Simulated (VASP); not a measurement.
# ScAl₃: intraband terms of a metal's spectrum

ScAl₃, Pm-3m (no. 221), 4 atoms in the cell. PBE, independent-particle dielectric function; PAW potentials Sc_sv, Al (PBE set).

## Input

INCAR.step1:
```
PREC = Accurate ; ENCUT = 280
ISMEAR = 1 ; SIGMA = 0.1
EDIFF = 1E-7 ; LASPH = True
KPAR = 4 ; LWAVE = False
LCHARG = True ; LMAXMIX = 4
```

INCAR.step2:
```
PREC = Accurate ; ENCUT = 280
ISMEAR = 0 ; SIGMA = 0.3
EDIFF = 1E-6 ; LASPH = True
KPAR = 4 ; LWAVE = True
LCHARG = False ; LMAXMIX = 4
ICHARG = 11 ; NBANDS = 36
NEDOS = 3000 ; OMEGAMAX = 30
CSHIFT = 0.1
```

INCAR.step3, as INCAR.step2 but for:
```
- LWAVE = True
+ LWAVE = False
+ LOPTICS = True
+ ALGO = None
+ NELM = 1
+ ISTART = 1
```

INCAR.step4, as INCAR.step3 but for:
```
+ WPLASMAI = 0.03
```

INCAR.step5 to INCAR.step6 change the same tag again: WPLASMAI = 0.1, 0.3.

INCAR.step7, as INCAR.step6 but for:
```
- WPLASMAI = 0.3
+ RTIME = 1
```

INCAR.step8, as INCAR.step7 but for:
```
- RTIME = 1
+ RTIME = 40
```

INCAR.step9, as INCAR.step8 but for:
```
- RTIME = 40
+ LNABLA = True
```

INCAR.step10, as INCAR.step9 but for:
```
- ISMEAR = 0
- LNABLA = True
+ ISMEAR = -5
```

KPOINTS.step1:
```
k-points
0
Gamma
  7 7 7
```

KPOINTS.step2:
```
k-points
0
Gamma
  13 13 13
```

POSCAR:
```
ScAl3
1.0
    4.0878065700      0.0000000000      0.0000000000
    0.0000000000      4.0878065700      0.0000000000
    0.0000000000      0.0000000000      4.0878065700
Sc Al
1 3
Direct
    0.0000000000      0.0000000000      0.0000000000
    0.5000000000      0.5000000000      0.0000000000
    0.0000000000      0.5000000000      0.5000000000
    0.5000000000      0.0000000000      0.5000000000
```

Commands (each step's output is kept before the next begins):
```
cat potpaw_PBE.64/Sc_sv/POTCAR potpaw_PBE.64/Al/POTCAR > POTCAR
cp INCAR.step1 INCAR
cp KPOINTS.step1 KPOINTS
mpirun -np 4 vasp_std > vasp.out
cp INCAR.step2 INCAR
cp KPOINTS.step2 KPOINTS
mpirun -np 4 vasp_std > vasp.out
cp INCAR.step3 INCAR
mpirun -np 4 vasp_std > vasp.out
cp INCAR.step4 INCAR
mpirun -np 4 vasp_std > vasp.out
cp INCAR.step5 INCAR
mpirun -np 4 vasp_std > vasp.out
cp INCAR.step6 INCAR
mpirun -np 4 vasp_std > vasp.out
cp INCAR.step7 INCAR
mpirun -np 4 vasp_std > vasp.out
cp INCAR.step8 INCAR
mpirun -np 4 vasp_std > vasp.out
cp INCAR.step9 INCAR
mpirun -np 4 vasp_std > vasp.out
cp INCAR.step10 INCAR
mpirun -np 4 vasp_std > vasp.out
```

## Result

- Bands: 36

One ground state, settings moved in the last step alone:

| Settings | Plasma frequency (eV) | Im ε at 0.5 eV | Im ε at 1 eV | Im ε at 2 eV | Im ε at 4 eV | Time (s) |
|---|---|---|---|---|---|---|
| interband part alone | 5.64 | 14.0 | 16.4 | 31.7 | 13.9 | 12 |
| Drude term, WPLASMAI 0.03 | 5.64 | 21.6 | 17.3 | 31.9 | 14.0 | 12 |
| Drude term, WPLASMAI 0.1 | 5.64 | 38.5 | 19.5 | 32.1 | 14.0 | 12 |
| Drude term, WPLASMAI 0.3 | 5.64 | 70.2 | 25.1 | 32.9 | 14.1 | 10 |
| relaxation time RTIME 1 fs | 5.64 | 75.4 | 31.0 | 34.1 | 14.3 | 13 |
| relaxation time RTIME 40 fs | 5.64 | 18.2 | 16.9 | 31.8 | 13.9 | 10 |
| transversal form (LNABLA) | 5.78 | 14.7 | 17.4 | 33.7 | 14.9 | 14 |
| tetrahedron method | – | – | – | – | – | no result |

VASP 6.6.1 took 104 s on 4 cores (Intel Xeon Platinum 8259CL @ 2.50GHz (Skylake/Cascade Lake)), a shared host.
